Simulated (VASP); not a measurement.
Crystal: CuI (Marshite).

```
I Cu
1.0
     0.00000    3.03150    3.03150
     3.03150    0.00000    3.03150
     3.03150    3.03150    0.00000
I Cu
1 1
Direct
  0.00000 0.00000 0.00000
  0.75000 0.75000 0.75000
```

| Quantity | Value |
| --- | --- |
| Program | VASP 6.6.1 |
| Task | single point |
| Functional | PBE |
| Potentials or basis | VASP PAW PBE potentials, release 64 (I, Cu) |
| Cutoff | 520 eV |
| k mesh | 8 × 8 × 8 |
| Occupations | fermi-dirac, width 0.05 eV |
| Spin | no spin polarisation |

On this cell: pressure 0.3 GPa; largest force zero by symmetry; band gap on the k mesh 1.14 eV, direct.

The same run follows on a disturbed copy (atoms moved at random, drawn with an rms of 0.05 Å):

```xyz
2
Lattice="0.0000 3.0315 3.0315 3.0315 0.0000 3.0315 3.0315 3.0315 0.0000" Properties=species:S:1:pos:R:3 pbc="T T T"
I     0.0320   -0.0031    0.0066
Cu    4.5441    4.5463    4.6178
```

Question: What changes?

Answer: The energy moves by +3.3 meV/atom; pressure 0.4 GPa; largest force 0.181 eV/Å; band gap on the k mesh 1.13 eV, direct.

Forces on the atoms (eV/Å):
```
I   -0.087 -0.022  0.157
Cu   0.087  0.022 -0.157
```

Stress tensor (GPa, compression positive):
```
 0.45  0.61 -0.07
 0.61  0.46 -0.33
-0.07 -0.33  0.42
```

Caveats: spin-orbit coupling is left out, which moves the levels of the heavy elements.

